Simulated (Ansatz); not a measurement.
# La₂O₃, space group P-62m: a convergence test of the plane-wave cutoff

With the Ansatz DFT code, driven from Python.

Input file `POSCAR_la2o3`:
```text
La2O3
1.0
   6.26678028    0.00000000    0.00000000
  -3.13339014    5.42719092    0.00000000
   0.00000000    0.00000000    3.29976600
La O
2 3
Direct
   0.33333333    0.66666667    0.50000000
   0.66666667    0.33333333    0.50000000
   0.49198600    0.49198600    0.00000000
   0.00000000    0.50801400    0.00000000
   0.50801400    0.00000000    0.00000000
```

Notebook, run cell by cell (the value of a cell's last expression is shown):

In [1]:
```python
import warnings

import ansatz as az
from ase.io import read
import matplotlib.pyplot as plt
```

In [2]:
```python
FUNCTIONAL = "pbesol"
KMESH = (6, 6, 6)
OCCUPATIONS = "Fixed"
```

In [3]:
```python
warnings.simplefilter("ignore", az.DeckWarning)
```

In [4]:
```python
atoms = read("POSCAR_la2o3", format="vasp")
cell = az.Crystal.from_ase(atoms)
```

In [5]:
```python
cell.resolved().tree()["lattice"]
```
Out [5]:
```text
((6.26678028, 0.0, 0.0), (-3.13339014, 5.42719092, 0.0), (0.0, 0.0, 3.299766))
```

In [6]:
```python
job = cell.calculation().functional(FUNCTIONAL).kpoints(*KMESH).occupations(OCCUPATIONS).band_table()

rows = []
for value in [250, 300, 350, 400]:
    summary = job.basis(value).run().report
    rows.append((value, summary["free_energy_ev"] / len(summary["lattice"]["sites"]), summary["n_iterations"], summary["gap_by_band_count_ev"], summary["n_pw"]))

print(" cutoff (eV)   F/atom (eV)    iterations  gap by band count (eV)   plane waves")
for row in rows:
    print(f"{str(row[0]):>12s}  {row[1]:12.5f}  {row[2]:12d}  {row[3]:22.3f}  {row[4]:12d}")
```
```text
 cutoff (eV)   F/atom (eV)    iterations  gap by band count (eV)   plane waves
         250   -2801.46825             8                   1.444           981
         300   -2802.40322             8                   1.450          1287
         350   -2802.63683             8                   1.458          1667
         400   -2802.68607             8                   1.461          2045
```

In [7]:
```python
# differences from the last row
for row in rows[:-1]:
    shift = 1000 * (row[1] - rows[-1][1])
    print(f"{row[0]}: {shift:+.2f} meV/atom" + ("  (within 5 meV)" if abs(shift) < 5 else ""))
plt.figure(figsize=(4.5, 3))
plt.plot([str(row[0]) for row in rows], [1000 * (row[1] - rows[-1][1]) for row in rows], "o-")
plt.xlabel("cutoff (eV)")
plt.ylabel("F - F(last) (meV/atom)")
plt.tight_layout()
plt.savefig("ecut.png", dpi=100)
```
```text
250: +1217.82 meV/atom
300: +282.85 meV/atom
350: +49.24 meV/atom
```

Caveats:
- Semilocal gaps usually lie well under measured ones.
- Semilocal functionals put the empty 4f levels of La too low, which can move the conduction edge.
- This cell is a computed structure, which may not be the phase found in nature.
- Gaps and levels are Kohn-Sham values on a finite set of k-points, without spin-orbit coupling.
- Shifts are counted from the last row, which is itself no proven limit.
- The script silences the warnings on its input, which a real study should read.
- The whole script took 32 s on 1 thread of Arm Neoverse V1 (shared host), peak memory 0.49 GiB.
